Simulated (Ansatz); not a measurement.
C:

```
C
1.0
     2.12732   -1.22828    0.00000
     2.12732    1.22828    0.00000
    -1.37907    0.00000    3.50283
C
2
Cartesian
  -0.6699 0.0000 3.5025
  3.5455 0.0000 0.0003
```

This is a stacking variant of graphite.

- Program: Ansatz 0.2.0
- Task: single point
- Functional: PBE
- Potentials or basis: all-electron LAPW, scalar-relativistic
- Cutoff: 528 eV (chosen from the basis error)
- Basis error allowed: 0.001 eV/atom
- k mesh: 13 × 13 × 8
- Occupations: fermi-dirac, width 0.05 eV
- Spin: no spin polarisation

On this cell: pressure 3.7 GPa; largest force 0.005 eV/Å; band gap on the k mesh 0.93 eV, indirect (least direct gap 0.94 eV).

The same run follows on a disturbed copy (atoms moved at random, drawn with an rms of 0.05 Å):

```xyz
2
Lattice="2.1273 -1.2283 0.0000 2.1273 1.2283 0.0000 -1.3791 0.0000 3.5028" Properties=species:S:1:pos:R:3 pbc="T T T"
C    -0.6644    0.0420    3.5101
C     3.5618    0.0039    0.0229
```

What changes?

The energy moves by +22.2 meV/atom; pressure 4.4 GPa; largest force 2.142 eV/Å; band gap on the k mesh 0.50 eV, direct.

Forces in eV/Å, atoms in the order of the input:
```
C    0.518 -2.064  0.250
C   -0.518  2.064 -0.250
```

Stress tensor (GPa, compression positive):
```
 6.72  4.19 -0.10
 4.19  4.33  0.30
-0.10  0.30  2.13
```

Caveats: an odd mesh through Γ misses points on the zone boundary, where band edges often lie; this functional lacks dispersion, which binds the layers, so the pressure and a relaxed spacing across them are unreliable (some runs).
